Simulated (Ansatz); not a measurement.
TiAl₃: a bulk modulus from differences

It was reached by relaxing an invented guess, and it needn't be the stable form of this composition.

The calculation used DFT PBE, scalar-relativistic, plane waves, PAW (Ansatz 0.2.0). Settings of the last relaxation (8-atom cell): 420 eV, 12×12×8 k points, Gaussian smearing of 0.10 eV, no spin polarisation.

```
Ti Al
1.0
     5.57453    0.00000    0.00000
    -2.78727    4.82769    0.00000
     0.00000    0.00000    4.72202
Ti Al
2 6
Direct
  0.33333 0.66667 0.75000
  0.66667 0.33333 0.25000
  0.83409 0.66818 0.75000
  0.16591 0.33182 0.25000
  0.33182 0.16591 0.75000
  0.66818 0.83409 0.25000
  0.16591 0.83409 0.25000
  0.83409 0.16591 0.75000
```

The cell was set to several volumes, with shape and atoms relaxed at each where symmetry leaves them free. Pressure is positive in compression, and energies count from the lowest row. No row has a gap on its mesh.

| row | V (Å³/atom) | P (GPa) | ΔE (meV/atom) |
| --- | --- | --- | --- |
| 1 | 13.979 | 17.04 | 90.6 |
| 2 | 14.455 | ? | ? |
| 3 | 14.932 | 7.21 | 20.2 |
| 4 | 15.408 | 3.33 | 4.8 |
| 5 | 15.885 | -0.01 | 0.0 |
| 6 | 16.361 | -2.86 | 4.4 |
| 7 | 16.838 | -5.28 | 16.6 |
| 8 | 17.473 | -7.97 | 43.0 |

Problem. Find B = −V·ΔP/ΔV from rows 4 and 6 and from rows 1 and 3, and from the two its slope B′ and its value B0 at zero pressure.

Solution. Rows 4 and 6 give −(15.408 + 16.361)/2 × (-2.86 − (3.33))/(16.361 − 15.408) = 103.2 GPa at a mean pressure of 0.24 GPa. Rows 1 and 3 give −(13.979 + 14.932)/2 × (7.21 − (17.04))/(14.932 − 13.979) = 149.1 GPa at a mean pressure of 12.12 GPa. So B′ = (149.1 − 103.2)/(12.12 − (0.24)) = 3.86 and B0 = 103.2 − 3.86 × (0.24) = 102.3 GPa. A third-order Birch–Murnaghan fit to all the energies gives B0 = 102.0 GPa and B′ = 4.2.

Problem. Estimate the pressure and energy of row 2.

Solution. From row 5, V0 = 15.885 × (1 + (-0.01)/102.3) = 15.883 Å³/atom. Murnaghan's form P = (B0/B′)·[(V0/V)^B′ − 1] gives (102.3/3.86) × [(15.883/14.455)^3.86 − 1] = 11.62 GPa; the computed pressure is 11.74 GPa, so the estimate is off by -0.12 GPa. The work of compression from row 3, with the mean of the two pressures, gives ΔE = 20.2 + (11.62 + 7.21)/2 × (14.932 − 14.455)/160.2 × 1000 = 48.2 meV/atom (1 eV/Å³ = 160.2 GPa); the computed value is 48.1 meV/atom.

All volumes keep the k mesh of the relaxed cell. A structure relaxed within its symmetry needn't be a true minimum.
